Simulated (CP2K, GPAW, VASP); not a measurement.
# Cu: 3 runs at one level of theory

```
CELL_PARAMETERS angstrom
2.53076 0.00000 0.00000
-1.26538 2.19171 0.00000
0.00000 0.00000 25.32727
ATOMIC_POSITIONS crystal
Cu 0.66667 0.33333 0.29612
Cu 0.00000 0.00000 0.37767
Cu 0.33333 0.66667 0.45922
Cu 0.00000 0.00000 0.54078
Cu 0.66667 0.33333 0.62233
Cu 0.00000 0.00000 0.70388
```

Alike in all runs: functional PBE; k mesh 12 × 12 × 1; occupations fermi-dirac, width 0.05 eV; no spin polarisation; no spin-orbit coupling.

```
                                       program and potentials  plane-wave cutoff (eV)         notes  band gap (eV)  largest force (eV/Å)
CP2K, POTENTIAL_UZH Cu GTH-PBE-q11; TZVP-MOLOPT-PBE-GTH basis                       -  atomic basis         no gap                 0.246
                               VASP, PBE PAW files Cu, 520 eV                     520             -         no gap                 0.165
                   GPAW, GPAW PAW data sets (gpaw-data 1.2.1)                     450             -         no gap                 0.213
```

Force on atom 6 (Cu), eV/Å:

```csv
program and potentials,x,y,z
"CP2K, POTENTIAL_UZH Cu GTH-PBE-q11; TZVP-MOLOPT-PBE-GTH basis",0.000,0.000,0.246
"VASP, PBE PAW files Cu, 520 eV",0.000,0.000,0.165
"GPAW, GPAW PAW data sets (gpaw-data 1.2.1)",0.000,0.000,0.213
```

None finds a gap. Rows in atomic bases carry the error of their basis and grid, which can be large.

The functional is the same throughout but for its coding, so the spread measures potentials, basis and numerics; runs on potential files found faulty are left out.
